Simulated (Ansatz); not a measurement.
## Cu (Fm-3m), generalised stacking fault

Level of theory: DFT PBEsol, scalar-relativistic, plane waves, PAW (Ansatz). The runs took a 420 eV cutoff, a Γ-centred 27×27×5 mesh and Gaussian smearing (0.15 eV). No spin polarisation. Energies are free energies at this smearing, counted from the undisturbed cell; pressure is positive in compression.

Reference structure (relaxed at this level):

```
CELL_PARAMETERS angstrom
1.78169 -1.78169 0.00000
1.78169 0.00000 -1.78169
7.12674 7.12674 7.12674
ATOMIC_POSITIONS crystal
Cu 0.66667 0.66667 0.08332
Cu 0.00000 0.00000 0.91665
Cu 0.33333 0.33333 0.24998
Cu 0.66667 0.66667 0.58332
Cu 0.00000 0.00000 0.41665
Cu 0.33333 0.33333 0.74998
```

The cut lies on the cell's a–b face, a (1 1 1) plane (indices in the standard cell, whose axes needn't be the Cartesian ones shown) of area 5.50 Å², between layers 2.06 Å apart. Vector c is tilted by f times 1·a + 0·b (length 2.520 Å) with the atoms' Cartesian places fixed: one unrelaxed fault a cell. The cell is metallic on the mesh throughout.

f, γ (mJ/m²) and a bar:
```
   0.0000          0
   0.1000         78 ###
   0.2000        287 ##########
   0.3000        559 ###################
   0.4000        789 ###########################
   0.5000        879 ##############################
```

By symmetry 0.6000 repeats 0.4000, 0.8000 repeats 0.2000 in energy, with the opposite slope along the path.

Cost: 6 runs of about 33 core-minutes in all, on Arm Neoverse V2 (shared hosts).